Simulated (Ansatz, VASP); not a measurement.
**Two plane-wave programs on Sc3Al**

```
Sc Al
1.0
     4.37479    0.00000    0.00000
     0.00000    4.37479    0.00000
     0.00000    0.00000    4.37479
Sc Al
3 1
Direct
  0.50000 0.00000 0.50000
  0.00000 0.50000 0.50000
  0.50000 0.50000 0.00000
  0.00000 0.00000 0.00000
```

Alike in both runs: functional PBEsol; k mesh 10 × 10 × 10; occupations gaussian, width 0.1 eV; no spin polarisation.

Ansatz relaxed the structure, and its values are those at the end. VASP's run is a single point on that final structure, the one shown.

```csv
,VASP,Ansatz
version,VASP 6.6.1,Ansatz 0.2.0
potentials or method,"VASP PAW PBE potentials, release 64 (Sc_sv, Al)","scalar-relativistic, plane waves, PAW"
plane-wave cutoff (eV),520,420
valence electrons in the cell,36,36
```

Ansatz gave:

- gap on the k mesh at the Fermi level (eV): none
- pressure (GPa): 0.0

Question: What did VASP give for the same quantities?

Answer: gap on the k mesh at the Fermi level (eV): none; pressure (GPa): 0.1.

A gap of «none» marks a metal or a gap that the smearing closes.

Caveats: the PAW data sets were made with another functional, which shifts forces and pressure a little (VASP).
